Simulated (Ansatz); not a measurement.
Fe: equation of state with PBEsol

Crystal: Fe.

```
Fe
1.0
    -1.44300    1.44300    1.44300
     1.44300   -1.44300    1.44300
     1.44300    1.44300   -1.44300
Fe
1
Direct
  0.00000 0.00000 0.00000
```

```json
{
 "Program": "Ansatz 0.2.0",
 "Task": "equation of state",
 "Functional": "PBEsol",
 "Potentials or basis": "PseudoDojo PBEsol stringent",
 "Cutoff": "1605 eV",
 "Density cutoff": "6422 eV",
 "k mesh": "13 × 13 × 13",
 "Occupations": "fermi-dirac, width 0.05 eV",
 "Spin": "collinear spin, ferromagnetic start",
 "Starting moments": "[3.0] μB"
}
```

```
Equilibrium volume : 10.86 Å³/atom (rough: see the caveat)
Bulk modulus       : 275 GPa (rough)
```

Energy against volume, from the lowest point:
```csv
volume (Å³/atom),energy (meV/atom)
11.298,0.00
11.538,16.43
11.778,37.24
12.019,61.32
12.259,88.12
12.499,116.34
12.740,145.25
```

All runs of the series together: 49 s on 2 threads of Arm Neoverse V1, on a shared host.

Caveat: the fit is doubtful: noisy points or a state that changes with volume; the minimum lies outside the volumes run.
